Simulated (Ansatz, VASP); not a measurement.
**NaCl in VASP and in Ansatz**

```
Na Cl
1.0
     3.50219    0.00000    0.00000
     0.00000    3.50219    0.00000
     0.00000    0.00000    3.32708
Na Cl
1 1
Direct
  0.00000 0.00000 0.00000
  0.50000 0.50000 0.50000
```

Change from the starting cell: strain +0.000 along x and y, -0.050 along z, atoms carried along.

Alike in both runs: task single point; functional r2SCAN; k mesh 6 × 6 × 6; occupations gaussian, width 0.05 eV; no spin polarisation.

|  | VASP | Ansatz |
| --- | --- | --- |
| version | VASP 6.6.1 | Ansatz 0.2.0 |
| potentials or method | VASP PAW PBE potentials, release 64 (Na_pv, Cl) | scalar-relativistic, plane waves, PAW |
| plane-wave cutoff (eV) | 520 | 500 |
| valence electrons in the cell | 14 | 16 |

Ansatz gave:

| Quantity | Value |
| --- | --- |
| gap on the k mesh at the Fermi level (eV) | 4.68 |
| least direct gap on the mesh (eV) | 5.14 |
| pressure (GPa) | 0.6 |
| largest component of the traceless stress (GPa) | 3.13 |

Q: What did VASP give for the same quantities?

A: gap on the k mesh at the Fermi level (eV): 4.72; least direct gap on the mesh (eV): 5.18; pressure (GPa): 0.3; largest component of the traceless stress (GPa): 3.16.

The two sets of potentials don't hold the same shells in valence.

Caveats: the PAW data sets were made with another functional, which shifts forces and pressure a little (VASP). A k mesh can miss the band edges.
